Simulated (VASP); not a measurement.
VASP 6.6.1, LDA relaxation of cell and atoms, MgO (zincblende)

INCAR

```
ISMEAR = -1
NELM = 120
EDIFF = 1E-7
GGA = CA
NBANDS = 11
LREAL = .FALSE.
LASPH = .TRUE.
NSW = 40
LWAVE = .FALSE.
EDIFFG = -5E-3
ISIF = 3
LCHARG = .FALSE.
PREC = Accurate
ENCUT = 600
SIGMA = 0.02
IBRION = 2
```

KPOINTS

```
KPOINTS created by Atomic Simulation Environment
0
Gamma
8 8 8
0 0 0
```

POSCAR

```
Mg O
 1.0000000000000000
     0.0000000000000000    2.3060412378642976    2.3060412378642976
     2.3060412378642976    0.0000000000000000    2.3060412378642976
     2.3060412378642976    2.3060412378642976    0.0000000000000000
 Mg  O
   1   1
Cartesian
  0.0000000000000000  0.0000000000000000 -0.0000000000000000
  1.1530206189321488  1.1530206189321488  1.1530206189321488
```

VASP ran with the recommended LDA PAW datasets (8 valence electrons in the cell).

Command

```
mpirun -np 1 vasp_std
```

From OUTCAR

```
k-points           NKPTS =     29   k-points in BZ     NKDIM =     29   number of bands    NBANDS=     11

   NELECT =       8.0000    total number of electrons

   dimension x,y,z NGX =    28 NGY =   28 NGZ =   28
   dimension x,y,z NGXF=    56 NGYF=   56 NGZF=   56

  energy-cutoff  :      600.00
  volume of cell :       22.87
      direct lattice vectors                 reciprocal lattice vectors
     0.000000000  2.253045042  2.253045042    -0.221921884  0.221921884  0.221921884
     2.253045042  0.000000000  2.253045042     0.221921884 -0.221921884  0.221921884
     2.253045042  2.253045042  0.000000000     0.221921884  0.221921884 -0.221921884

 k-points in reciprocal lattice and weights: KPOINTS created by Atomic Simulation Env
   0.00000000  0.00000000  0.00000000       0.002
   0.12500000  0.00000000  0.00000000       0.016
   0.25000000  0.00000000  0.00000000       0.016
   0.37500000  0.00000000  0.00000000       0.016
   0.50000000  0.00000000  0.00000000       0.008
   0.12500000  0.12500000  0.00000000       0.012
   0.25000000  0.12500000  0.00000000       0.047
   0.37500000  0.12500000  0.00000000       0.047
   ...

 E-fermi :   1.0566

 k-point     1 :       0.0000    0.0000    0.0000
  band No.  band energies     occupation
      1     -15.0665      2.00000
      2       0.6520      2.00000
      3       0.6520      2.00000
      4       0.6520      2.00000
      5       4.4242      0.00000
      6      17.5863      0.00000
      7      17.5863      0.00000
      8      17.5863      0.00000
      9      21.0712      0.00000
     10      21.0713      0.00000
     11      21.2345      0.00000

 k-point     2 :       0.1250    0.0000    0.0000
  band No.  band energies     occupation
      1     -14.9625      2.00000
      2      -0.0664      2.00000
      3       0.6235      2.00000
      4       0.6235      2.00000
      5       5.2539      0.00000
      6      16.2707      0.00000
      7      17.5022      0.00000
      8      17.5022      0.00000
      9      19.4961      0.00000
     10      19.4961      0.00000
     11      20.5612      0.00000

 k-point     3 :       0.2500    0.0000    0.0000
  band No.  band energies     occupation
      1     -14.7001      2.00000
      2      -1.2772      2.00000
      3       0.5560      2.00000
      4       0.5560      2.00000
      5       6.7968      0.00000
      6      13.9712      0.00000
      7      16.5304      0.00000
      8      16.5304      0.00000
      9      20.0136      0.00000
     10      20.0136      0.00000
     11      20.1428      0.00000

 k-point     4 :       0.3750    0.0000    0.0000
  band No.  band energies     occupation
      1     -14.4192      2.00000
      2      -2.2093      2.00000
      3       0.4905      2.00000
      4       0.4905      2.00000
      5       8.3513      0.00000
      6      11.8725      0.00000
      7      15.6254      0.00000
      8      15.6254      0.00000
      9      20.3228      0.00000
     10      21.5862      0.00000
     11      21.5862      0.00000

 k-point     5 :       0.5000    0.0000    0.0000
  band No.  band energies     occupation
      1     -14.2966      2.00000
      2      -2.5561      2.00000
      3       0.4638      2.00000
      4       0.4638      2.00000
      5       9.5368      0.00000
      6      10.4842      0.00000
      7      15.3045      0.00000
      8      15.3045      0.00000
      9      20.5773      0.00000
     10      22.6395      0.00000
     11      22.6395      0.00000

 k-point     6 :       0.1250    0.1250    0.0000
  band No.  band energies     occupation
      1     -14.9283      2.00000
      2      -0.1036      2.00000
      3       0.5300      2.00000
      4       0.5300      2.00000
      5       5.4823      0.00000
      6      16.3673      0.00000
      7      17.2476      0.00000
      8      17.3547      0.00000
      9      17.3547      0.00000
     10      21.5241      0.00000
     11      22.5114      0.00000

 k-point     7 :       0.2500    0.1250    0.0000
  band No.  band energies     occupation
      1     -14.7195      2.00000
      2      -0.9808      2.00000
      3       0.4188      2.00000
      4       0.4462      2.00000
      5       6.6508      0.00000
      6      14.3856      0.00000
      7      15.8138      0.00000
      8      16.9621      0.00000
      9      18.1501      0.00000
     10      21.4934      0.00000
     11      22.0998      0.00000

 k-point     8 :       0.3750    0.1250    0.0000
  band No.  band energies     occupation
      1     -14.4441      2.00000
      2      -1.8743      2.00000
      3       0.3004      2.00000
      4       0.3542      2.00000
      5       8.0398      0.00000
      6      12.3718      0.00000
      7      15.0371      0.00000
      8      16.2008      0.00000
      9      19.3546      0.00000
     10      22.1631      0.00000
     11      22.4261      0.00000

 k-point     9 :       0.5000    0.1250    0.0000
  band No.  band energies     occupation
      1     -14.2661      2.00000
      2      -2.3501      2.00000
      3       0.1401      2.00000
      4       0.3710      2.00000
      5       9.3893      0.00000
      6      10.7359      0.00000
      7      14.7653      0.00000
      8      15.6538      0.00000
      9      20.7186      0.00000
     10      22.5686      0.00000
     11      22.8996      0.00000

 k-point    10 :      -0.3750    0.1250    0.0000
  band No.  band energies     occupation
      1     -14.3063      2.00000
      2      -2.2447      2.00000
      3       0.0684      2.00000
      4       0.4600      2.00000
      5       9.0760      0.00000
      6      11.1754      0.00000
      7      14.8020      0.00000
      8      15.6205      0.00000
      9      21.4131      0.00000
     10      21.5613      0.00000
     11      22.5085      0.00000

 k-point    11 :      -0.2500    0.1250    0.0000
  band No.  band energies     occupation
      1     -14.5363      2.00000
      2      -1.6125      2.00000
      3       0.1469      2.00000
      4       0.5722      2.00000
      5       7.6664      0.00000
      6      13.1139      0.00000
      7      15.1026      0.00000
      8      16.2096      0.00000
      9      19.5425      0.00000
     10      21.3356      0.00000
     11      22.2419      0.00000

 k-point    12 :      -0.1250    0.1250    0.0000
  band No.  band energies     occupation
      1     -14.8058      2.00000
      2      -0.7268      2.00000
      3       0.3764      2.00000
      4       0.6413      2.00000
      5       6.2339      0.00000
      6      15.2698      0.00000
      7      15.8910      0.00000
      8      17.4073      0.00000
      9      18.2825      0.00000
     10      20.3472      0.00000
     11      22.4600      0.00000

 k-point    13 :       0.2500    0.2500    0.0000
  band No.  band energies     occupation
      1     -14.5840      2.00000
      2      -1.1692      2.00000
      3       0.2490      2.00000
      4       0.2490      2.00000
      5       7.0444      0.00000
      6      13.4190      0.00000
      7      15.4821      0.00000
      8      17.2324      0.00000
      9      17.2324      0.00000
     10      22.8779      0.00000
     11      24.2980      0.00000

 k-point    14 :       0.3750    0.2500    0.0000
  band No.  band energies     occupation
      1     -14.3647      2.00000
      2      -1.6479      2.00000
      3       0.0128      2.00000
      4       0.1440      2.00000
      5       7.6621      0.00000
      6      12.4634      0.00000
      7      14.7497      0.00000
      8      16.9836      0.00000
      9      17.7855      0.00000
     10      23.6844      0.00000
     11      24.3895      0.00000

 k-point    15 :       0.5000    0.2500    0.0000
  band No.  band energies     occupation
      1     -14.1888      2.00000
      2      -1.9121      2.00000
      3      -0.4184      2.00000
      4       0.1579      2.00000
      5       8.4094      0.00000
      6      11.7035      0.00000
      7      14.3845      0.00000
      8      16.4701      0.00000
      9      18.7188      0.00000
     10      23.8152      0.00000
     11      25.2581      0.00000

 k-point    16 :      -0.3750    0.2500    0.0000
  band No.  band energies     occupation
      1     -14.1683      2.00000
      2      -1.8685      2.00000
      3      -0.7330      2.00000
      4       0.2840      2.00000
      5       9.1055      0.00000
      6      11.2223      0.00000
      7      14.1509      0.00000
      8      16.0955      0.00000
      9      20.0950      0.00000
     10      22.1535      0.00000
     11      25.3608      0.00000

 ...

  Total       -0.0096409     -0.0096409     -0.0096409      0.0000000      0.0000000     -0.0000000
  in kB       -0.6752843     -0.6752843     -0.6752843      0.0000000      0.0000000     -0.0000000
  external PRESSURE =      -0.6752843 kB  Pullay stress =       0.0000000 kB

 POSITION                                       TOTAL-FORCE (eV/Angst)
 -----------------------------------------------------------------------------------
      0.00000      0.00000      0.00000         0.000000      0.000000      0.000000
      1.12652      1.12652      1.12652        -0.000000     -0.000000     -0.000000
 -----------------------------------------------------------------------------------
    total drift:                               -0.000000     -0.000000     -0.000000

  FREE ENERGIE OF THE ION-ELECTRON SYSTEM (eV)
  ---------------------------------------------------
  free  energy   TOTEN  =       -13.0675779672 eV

  energy  without entropy=      -13.0675779671  energy(sigma->0) =      -13.06757797
```

| ionic step | ΔE (meV/atom) | volume (Å³) | largest force (eV/Å) | pressure (GPa) | electronic steps |
| --- | --- | --- | --- | --- | --- |
| 1 | 0.0 | 22.85 | 0.000 | 0.10 | 12 |
| 2 | 0.0 | 22.87 | 0.000 | -0.07 | 5 |

CONTCAR

```
Mg O
   1.00000000000000
     0.0000000000000000    2.2530450417439085    2.2530450417439085
     2.2530450417439085    0.0000000000000000    2.2530450417439085
     2.2530450417439085    2.2530450417439085    0.0000000000000000
  Mg              O
     1     1
Direct
     0.0000000000000000    0.0000000000000000    0.0000000000000000
     0.2500000000000000    0.2500000000000000    0.2500000000000000

  0.00000000E+00  0.00000000E+00  0.00000000E+00
  0.00000000E+00  0.00000000E+00  0.00000000E+00
```

- relaxed cell vector lengths: 3.186, 3.186, 3.186 Å
- relaxed cell volume: 22.87 Å³

The run was restarted once from its relaxed cell; OSZICAR and OUTCAR are the second run's.

The run (the restart alone) took about 5.7 s on one core of a shared host (Intel Xeon 6975P-C) and held 0.15 GiB at most.
